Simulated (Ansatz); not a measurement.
**ZrO₂: computed property card**

ZrO₂:
```
ZrO2
1.0
    5.15422     0.00000     0.00000
    0.00000     5.22566     0.00000
   -0.87171     0.00000     5.25978
Zr O
4 8
Direct
  0.27613   0.04215   0.20974
  0.72387   0.54215   0.29026
  0.72387   0.95785   0.79026
  0.27613   0.45785   0.70974
  0.06874   0.33269   0.34480
  0.93126   0.83269   0.15520
  0.93126   0.66731   0.65520
  0.06874   0.16731   0.84480
  0.44970   0.75725   0.47782
  0.55030   0.25725   0.02218
  0.55030   0.24275   0.52218
  0.44970   0.74275   0.97782
```

Space group P2_1/c (No. 14); conventional cell a = 5.154 Å, b = 5.226 Å, c = 5.332 Å, α = 90.00°, β = 99.41°, γ = 90.00°.

Method: DFT-r²SCAN in the program Ansatz with PAW potentials. Structure relaxed to zero pressure with the same functional. Other levels are named where they apply.

**Cell and energy**

```
Quantity                                                      Result
-----------------------------------------------------  -------------
Volume per atom                                             11.81 Å³
Density                                                   5.78 g/cm³
Formation energy from the elements (no fitted shifts)  -3.72 eV/atom
```

**Electronic structure**

```
Property                                                                                                      Result
--------------------------------------------  ----------------------------------------------------------------------
Band gap                                                                                          4.16 eV (indirect)
Valence-band maximum                                                                                            at Γ
Conduction-band minimum                       at Y2 (k = 0.500, 0.000, 0.000 in fractions of the reciprocal vectors)
Smallest direct gap on the standard path                                                                     4.23 eV
Hole effective mass                                                               1.7, 2.3, 12 mₑ (principal values)
Hole effective mass with spin–orbit coupling                                      1.7, 2.3, 12 mₑ (principal values)
HSE06 gap on the r²SCAN cell                                                                                 5.21 eV
Gap with spin–orbit coupling                                                                                 4.16 eV
```

**Charges**

```
Property                              Value
-------------  ----------------------------
Bader charges  Zr +2.69, O -1.37 to -1.32 e
```

The cell was relaxed with r²SCAN under the symmetry of its start. The run is not spin-polarised. The references are the lowest solids computed at this level, not always the standard phases (solids in place of the gases). Spin–orbit coupling is left out wherever it is not named.

Potentials: the later of the program's two PAW sets.
